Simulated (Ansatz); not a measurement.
# ZnS (P6_3mc): from strained cells to moduli

```
CELL_PARAMETERS angstrom
3.73822 0.00000 0.00000
-1.86911 3.23740 0.00000
0.00000 0.00000 6.14302
ATOMIC_POSITIONS crystal
Zn 0.33333 0.66667 0.00559
Zn 0.66667 0.33333 0.50559
S 0.33333 0.66667 0.37941
S 0.66667 0.33333 0.87941
```

Unless marked otherwise, the numbers come from LDA, all-electron LAPW in Ansatz 0.2.0, scalar-relativistic. k mesh 8×8×4, fixed occupations, basis error target 1 meV/atom. The cell was relaxed by PAW under this functional, which moved its volume by -5 % from the database entry's.

The cell is hexagonal and carries a residual pressure of 0.01 GPa at this level. Each strain component that symmetry leaves independent is applied at ±0.008, the ions relax wherever a strain frees them, and the stress (tension positive, GPa) is read. Shears are engineering strains, γ = 2ε.

```csv
strain,size,σxx,σyy,σzz,σyz,σxz,σxy
xx,-0.008,-1.1347,-0.5539,-0.4270,0.0000,0.0000,0.0000
xx,+0.008,1.0663,0.4969,0.3915,0.0000,0.0000,0.0000
zz,-0.008,-0.4408,-0.4408,-1.3410,0.0000,0.0000,0.0000
zz,+0.008,0.3779,0.3779,1.2883,0.0000,0.0000,0.0000
yz,-0.008,-0.0184,-0.0149,-0.0090,-0.2447,0.0000,0.0000
yz,+0.008,-0.0184,-0.0149,-0.0090,0.2447,0.0000,0.0000
```

A central difference gives one constant, for example C11 ≈ (1.0663 − (-1.1347))/(0.016) = 137.6 GPa; the program then imposes the crystal's symmetry on the whole matrix.

**Question.** What are the independent elastic constants?

**Answer.** C11 = 137.6, C12 = 65.7, C13 = 51.2, C33 = 164.3, C44 = 30.6 GPa.

**Question.** Is the crystal stable against homogeneous strain?

**Answer.** The least eigenvalue of the 6×6 matrix is 30.6 GPa, so yes.

**Question.** What moduli does a random aggregate of grains have?

**Answer.** Voigt and Reuss bounds: B from 86.1 to 86.2 and G from 35.9 to 37.5 GPa; their means are B = 86.1 and G = 36.7 GPa. Then E = 9BG/(3B + G) = 96.4 GPa, ν = (3B − 2G)/(6B + 2G) = 0.313 and B/G = 2.35, on the ductile side of Pugh's 1.75 (a rule of thumb, made for metals; it doesn't predict ductility here).

**Question.** With the density of 4.353 g/cm³, how fast does sound travel, and what Debye temperature follows?

**Answer.** 

```tsv
direction	slow (m/s)	middle (m/s)	fast (m/s)
x	2651	2874	5622
y	2651	2874	5622
z	2651	2651	6144
```

The mean of v⁻³ over directions and branches gives v_m = 3234 m/s and θ_D = (ħ/k_B) v_m (6π²n)^(1/3) = 363 K, n being atoms per volume. Young's modulus spans 86 to 139 GPa over directions, and the universal anisotropy index is 0.23.

**Question.** How far do the constants move if PAW replaces LAPW in the same cell?

**Answer.** 

| constant | LAPW (GPa) | PAW (GPa) | difference |
| --- | --- | --- | --- |
| C11 | 137.6 | 137.4 | -0.2 |
| C12 | 65.7 | 65.6 | -0.1 |
| C13 | 51.2 | 51.1 | -0.1 |
| C33 | 164.3 | 164.2 | -0.1 |
| C44 | 30.6 | 30.5 | -0.1 |

**Question.** How far do the constants move if all-electron PAW (datasets made for the crystal) replaces LAPW in the same cell?

**Answer.** 

| constant | LAPW (GPa) | all-electron PAW (datasets made for the crystal) (GPa) | difference |
| --- | --- | --- | --- |
| C11 | 137.6 | 137.4 | -0.2 |
| C12 | 65.7 | 65.7 | 0.0 |
| C13 | 51.2 | 51.2 | 0.0 |
| C33 | 164.3 | 164.2 | -0.1 |
| C44 | 30.6 | 30.5 | -0.1 |

Limits of these numbers: constants at zero field, no piezoelectric stiffening; wurtzite ZnS is metastable at ambient conditions; the frozen-core PAW files of the compared runs were fitted under PBE, their cores solved anew for this functional.
